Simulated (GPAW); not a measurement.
# Sb (Fm-3m) in GPAW: convergence with smearing width (eV)

Aim: find how far smearing width (eV) must go before the results for Sb settle, at LDA. This setting moves, with any that are tied to it; all else stays.

Everything below comes from runs of GPAW 26.7.0. Logs are shortened: lines on timing, memory, paths and dates and some standing lists are left out, and cuts for length are marked. The log counts tension as positive stress, the text compression.

### 1 The structure

It takes space group Fm-3m (No. 225, cubic). The conventional cell has a = 4.742 Å, b = 4.742 Å, c = 4.742 Å, α = 90.00°, β = 90.00°, γ = 90.00°. Around Sb (site symmetry m-3m) lie 12 Sb at 3.35 Å.

This isn't the form of Sb at room conditions, which is rhombohedral.

### 2 With smearing width (eV) 0.5

File run.py:

```python
from ase.dft.bandgap import bandgap
from ase.io import read, write
from ase.units import GPa
from gpaw import GPAW, PW

atoms = read('Sb.xyz')

calc = GPAW(mode=PW(600),
            xc='LDA',
            kpts={'size': (10, 10, 10), 'gamma': True},
            occupations={'name': 'fermi-dirac', 'width': 0.5},
            nbands=15,
            convergence={'density': 1e-05, 'energy': 1e-05},
            maxiter=100,
            txt='gpaw.txt')
atoms.calc = calc
energy = atoms.get_potential_energy()
forces = atoms.get_forces()
stress = atoms.get_stress()
calc.write('gs.gpw')
write('result.traj', atoms)
print(f'Energy: {energy:.6f} eV')
print('Forces (eV/A):')
print(forces.round(4))
print('Stress (GPa):', (stress / GPa).round(3))
print('Fermi level:', round(calc.get_fermi_level(), 4), 'eV')
print(f'Gap: {bandgap(calc)[0]:.4f} eV, direct: {bandgap(calc, direct=True)[0]:.4f} eV')
```

File Sb.xyz:

```xyz
1
Lattice="0.0000000000 2.3712425216 2.3712425216 2.3712425216 0.0000000000 2.3712425216 2.3712425216 2.3712425216 0.0000000000" Properties=species:S:1:pos:R:3 pbc="T T T"
Sb     0.0000000000      0.0000000000      0.0000000000
```

Potentials or basis: the program's PAW data sets (release 1.2.1) made for this functional, pw.

Run with:

```console
$ OMP_NUM_THREADS=1 python run.py
```

gpaw.txt:

```text
__  _  _
 | _ |_)|_||  |
 |__||  | ||/\| - 26.7.0

Input parameters:
  mode=PW(ecut=600.0),
  convergence={'density': 1e-05, 'energy': 1e-05},
  kpts=MonkhorstPack(size=(10, 10, 10), gamma=True),
  maxiter=100,
  nbands=15,
  occupations=Occupations(name='fermi-dirac', width=0.5),
  xc=XC(name='LDA')

Diagonalizing LCAO Hamiltonian
Converting LCAO to pw mode

       Sb

Atoms  # Å, Bohr magnetons
|   | symbol |        x |        y |        z |    initial magnetic moments |
|---|--------|----------|----------|----------|-----------------------------|
| 0 |     Sb | 0.000000 | 0.000000 | 0.000000 | ( 0.0000,  0.0000,  0.0000) |

Unit cell  # Å
| periodic |        x |        y |        z |  lengths |    angles |
|----------|----------|----------|----------|----------|-----------|
|      yes | 0.000000 | 2.371243 | 2.371243 | 3.353443 | 60.000000 |
|      yes | 2.371243 | 0.000000 | 2.371243 | 3.353443 | 60.000000 |
|      yes | 2.371243 | 2.371243 | 0.000000 | 3.353443 | 60.000000 |

Number of symmetries: 48
Symmetry operations  # r_c * U_cc + t_c -> r_c
|    | kind |            matrix            |
|----|------|------------------------------|
|  0 |  σ   |  1, 0, 0,  1, 0,-1,  1,-1, 0 |
|  1 |  C2  |  1, 0, 0,  1,-1, 0,  1, 0,-1 |
|  2 |  E   |  1, 0, 0,  0, 1, 0,  0, 0, 1 |
|  3 |  σ   |  1, 0, 0,  0, 0, 1,  0, 1, 0 |
|  4 |  C4  |  1, 0,-1,  1, 0, 0,  1,-1, 0 |
|  5 |  S6  |  1, 0,-1,  1,-1, 0,  1, 0, 0 |
|  6 |  σ   |  1, 0,-1,  0, 1,-1,  0, 0,-1 |
|  7 |  C3  |  1, 0,-1,  0, 0,-1,  0, 1,-1 |
|  8 |  S6  |  1,-1, 0,  1, 0, 0,  1, 0,-1 |
|  9 |  C4  |  1,-1, 0,  1, 0,-1,  1, 0, 0 |
| 10 |  C3  |  1,-1, 0,  0,-1, 1,  0,-1, 0 |
| 11 |  σ   |  1,-1, 0,  0,-1, 0,  0,-1, 1 |
| 12 |  σ   |  0, 1, 0,  1, 0, 0,  0, 0, 1 |
| 13 |  C4  |  0, 1, 0,  0, 1,-1, -1, 1, 0 |
| 14 |  C3  |  0, 1, 0,  0, 0, 1,  1, 0, 0 |
| 15 |  S6  |  0, 1, 0, -1, 1, 0,  0, 1,-1 |
| 16 |  C2  |  0, 1,-1,  1, 0,-1,  0, 0,-1 |
| 17 |  σ   |  0, 1,-1,  0, 1, 0, -1, 1, 0 |
| 18 |  S4  |  0, 1,-1,  0, 0,-1,  1, 0,-1 |
| 19 |  C4  |  0, 1,-1, -1, 1, 0,  0, 1, 0 |
| 20 |  C3  |  0, 0, 1,  1, 0, 0,  0, 1, 0 |
| 21 |  σ   |  0, 0, 1,  0, 1, 0,  1, 0, 0 |
[... 112 lines left out ...]
  Good broyden scale: 1.0
  Trust region scale: 1.0
  Backstep threshold: 4.0
  History deletion threshold: 6.0
  Fourier metric: weight=20.0, sigma=0.015

occupation numbers:
  Fermi-Dirac:
    width: 0.5000  # eV

poisson solver:
  ecut: 4800.0  # eV

xc functional:
  name: None

convergence criteria:
- Maximum integral of absolute [dens]ity change: 1e-05 electrons / valence electron
- Maximum [total energy] change in last 3 cyles: 1e-05 eV / valence electron
- Maximum integral of absolute [eigenst]ate change: 4e-08 eV^2 / valence electron
maximum number of iterations: 100

SCF iterations
|iter     | |      energy | eigst |  dens |
|---------|-|-------------|-------|-------|
|iter:   1| |   -4.825634 | +0.24 |       |
|iter:   2| |   -4.826847 | -2.20 | -1.89 |
|iter:   3| |   -4.817557 | -2.84 | -1.91 |
|iter:   4| |   -4.817551 | -4.43 | -2.58 |
|iter:   5| |   -4.817558c| -5.44 | -3.05 |
|iter:   6| |   -4.817562c| -6.58 | -3.90 |
|iter:   7| |   -4.817563c| -7.68c| -4.84 |
|iter:   8| |   -4.817563c| -7.99c| -5.24c|

Converged in 8 steps
Energy contributions relative to reference atoms: (reference = -176132.436306)

Energy contributions:
  Kinetic:          -1.285387
  Coulomb:           1.077736
  Zero:              0.179011
  External:          0.000000
  Xc:               -4.506198
  Entropy:          -0.565448
  Spinorbit:         0.000000
  ----------------------------
  Free energy:      -5.100287
  Extrapolated:     -4.817563

dipole moment: (-17.271685, -17.271685, -17.271685)  # |e|*Ang

Fermi level: 7.886
Eigenvalues  # (at kpt = [0.000, 0.000, 0.000])
| band index |      eig [eV] | occ [0-2] |
|------------|---------------|-----------|
|          0 |       -21.219 |     2.000 |
|          1 |       -21.219 |     2.000 |
|          2 |       -21.219 |     2.000 |
|          3 |       -21.179 |     2.000 |
|          4 |       -21.179 |     2.000 |
|          5 |        -5.075 |     2.000 |
|          6 |        13.216 |     0.000 |
|          7 |        13.216 |     0.000 |
|          8 |        13.216 |     0.000 |
|          9 |        18.365 |     0.000 |
|         10 |        18.572 |     0.000 |
|         11 |        18.572 |     0.000 |
|         12 |        18.572 |     0.000 |
|         13 |        20.015 |     0.000 |
|         14 |        23.378 |     0.000 |

No gap
No difference between direct/indirect transitions

Forces  # eV/Ang
|       x |        y |       z |
|---------|----------|---------|
| 0.00000 | -0.00000 | 0.00000 |  # Sb   0

Stress tensor  # eV/Ang^3
|        x |        y |        z |
|----------|----------|----------|
| 0.007107 | 0.000000 | 0.000000 |
| 0.000000 | 0.007107 | 0.000000 |
| 0.000000 | 0.000000 | 0.007107 |

# Writing to gs.gpw (mode='')
```

stdout:

```text
Energy: -4.817563 eV
Forces (eV/A):
[[ 0. -0.  0.]]
Stress (GPa): [1.139 1.139 1.139 0.    0.    0.   ]
Fermi level: 7.8855 eV
Gap: 0.0000 eV, direct: 0.0000 eV
```

Wall time 9.1 s (1 thread of Arm Neoverse V1, shared host); peak memory 0.14 GiB.

Results:

```yaml
Free_energy: -5.1003 eV
Pressure: -1.1 GPa
Band_gap_on_the_k_mesh: none (metal or under the smearing width)
```

### 3 With smearing width (eV) 0.3

Edit run.py of step 2 so:

```diff
@@ -10,3 +10,3 @@
             kpts={'size': (10, 10, 10), 'gamma': True},
-            occupations={'name': 'fermi-dirac', 'width': 0.5},
+            occupations={'name': 'fermi-dirac', 'width': 0.3},
             nbands=15,
```

Sb.xyz is that of step 2.

Potentials or basis: the program's PAW data sets (release 1.2.1) made for this functional, pw.

Run with:

```console
$ OMP_NUM_THREADS=1 python run.py
```

Wall time 8.9 s (1 thread of Arm Neoverse V1, shared host); peak memory 0.14 GiB.

What came out:

| Quantity | Value |
| --- | --- |
| Free energy | -4.9165 eV |
| Pressure | -2.1 GPa |
| Band gap on the k mesh | none (metal or under the smearing width) |

### 4 With smearing width (eV) 0.2

Edit run.py of step 3 so:

```diff
@@ -10,3 +10,3 @@
             kpts={'size': (10, 10, 10), 'gamma': True},
-            occupations={'name': 'fermi-dirac', 'width': 0.3},
+            occupations={'name': 'fermi-dirac', 'width': 0.2},
             nbands=15,
```

Sb.xyz is that of step 3.

Run with:

```console
$ OMP_NUM_THREADS=1 python run.py
```

It took 9 s on 1 thread of Arm Neoverse V1, shared host; peak memory 0.14 GiB.

It converged, with:

* Free energy: -4.8583 eV
* Pressure: -2.5 GPa
* Band gap on the k mesh: none (metal or under the smearing width)

### 5 With smearing width (eV) 0.15

Edit run.py of step 4 so:

```diff
@@ -10,3 +10,3 @@
             kpts={'size': (10, 10, 10), 'gamma': True},
-            occupations={'name': 'fermi-dirac', 'width': 0.2},
+            occupations={'name': 'fermi-dirac', 'width': 0.15},
             nbands=15,
```

Sb.xyz is that of step 4.

Run with:

```console
$ OMP_NUM_THREADS=1 python run.py
```

Wall time 9.2 s (1 thread of Arm Neoverse V1, shared host); peak memory 0.14 GiB.

Results (log left out):

| Quantity | Value |
| --- | --- |
| Free energy | -4.8382 eV |
| Pressure | -2.6 GPa |
| Band gap on the k mesh | none (metal or under the smearing width) |

### 6 With smearing width (eV) 0.1

Edit run.py of step 5 so:

```diff
@@ -10,3 +10,3 @@
             kpts={'size': (10, 10, 10), 'gamma': True},
-            occupations={'name': 'fermi-dirac', 'width': 0.15},
+            occupations={'name': 'fermi-dirac', 'width': 0.1},
             nbands=15,
```

Sb.xyz is that of step 5.

Potentials or basis: the program's PAW data sets (release 1.2.1) made for this functional, pw.

Run with:

```console
$ OMP_NUM_THREADS=1 python run.py
```

Wall time 9 s (1 thread of Arm Neoverse V1, shared host); peak memory 0.14 GiB.

It converged, with:

* Free energy: -4.8241 eV
* Pressure: -2.7 GPa
* Band gap on the k mesh: none (metal or under the smearing width)

### 7 With smearing width (eV) 0.05

Edit run.py of step 6 so:

```diff
@@ -10,3 +10,3 @@
             kpts={'size': (10, 10, 10), 'gamma': True},
-            occupations={'name': 'fermi-dirac', 'width': 0.1},
+            occupations={'name': 'fermi-dirac', 'width': 0.05},
             nbands=15,
```

Sb.xyz is that of step 6.

Run with:

```console
$ OMP_NUM_THREADS=1 python run.py
```

Run time: 9 s. Hardware: 1 thread of Arm Neoverse V1, shared host; peak memory 0.14 GiB.

The run converged. Its results:

```
Free energy            : -4.8154 eV
Pressure               : -2.6 GPa
Band gap on the k mesh : none (metal or under the smearing width)
```

### 8 With smearing width (eV) 0.025

Edit run.py of step 7 so:

```diff
@@ -10,3 +10,3 @@
             kpts={'size': (10, 10, 10), 'gamma': True},
-            occupations={'name': 'fermi-dirac', 'width': 0.05},
+            occupations={'name': 'fermi-dirac', 'width': 0.025},
             nbands=15,
```

Sb.xyz is that of step 7.

Run with:

```console
$ OMP_NUM_THREADS=1 python run.py
```

It took 9.2 s on 1 thread of Arm Neoverse V1, shared host; peak memory 0.14 GiB.

Results (log left out):

```
Free energy            : -4.8130 eV
Pressure               : -2.6 GPa
Band gap on the k mesh : none (metal or under the smearing width)
```

### 9 With smearing width (eV) 0.01

Edit run.py of step 8 so:

```diff
@@ -10,3 +10,3 @@
             kpts={'size': (10, 10, 10), 'gamma': True},
-            occupations={'name': 'fermi-dirac', 'width': 0.025},
+            occupations={'name': 'fermi-dirac', 'width': 0.01},
             nbands=15,
```

Sb.xyz is that of step 8.

Potentials or basis: the program's PAW data sets (release 1.2.1) made for this functional, pw.

Run with:

```console
$ OMP_NUM_THREADS=1 python run.py
```

It took 9 s on 1 thread of Arm Neoverse V1, shared host; peak memory 0.14 GiB.

It converged, with:

- Free energy: -4.8121 eV
- Pressure: -2.5 GPa
- Band gap on the k mesh: none (metal or under the smearing width)

### 10 Summary

```
smearing width (eV)  energy less the tightest run, at zero smearing (meV/atom)  pressure (GPa)  SCF cycles  CPU time (s)  peak memory (GiB)
                0.5                                                      -5.74           -1.14           8             9               0.14
                0.3                                                       0.25           -2.15           8           8.9               0.14
                0.2                                                      -0.19           -2.52           8             9               0.14
               0.15                                                      -0.89           -2.64           8           9.2               0.14
                0.1                                                      -1.09           -2.69           8             9               0.14
               0.05                                                      -0.48           -2.64           8             9               0.14
              0.025                                                      -0.25           -2.57           8           9.1               0.14
               0.01                                                       0.00           -2.55           8             9               0.14
```

Against the tightest run, the energy stays within 1 meV/atom from 0.05 on; the pressure stays within 0.1 GPa from 0.05 on. Narrower smearing needs a denser k mesh, so at a fixed mesh the narrowest width isn't the most accurate. The tightest run that finished is the yardstick and may itself not be fully converged.
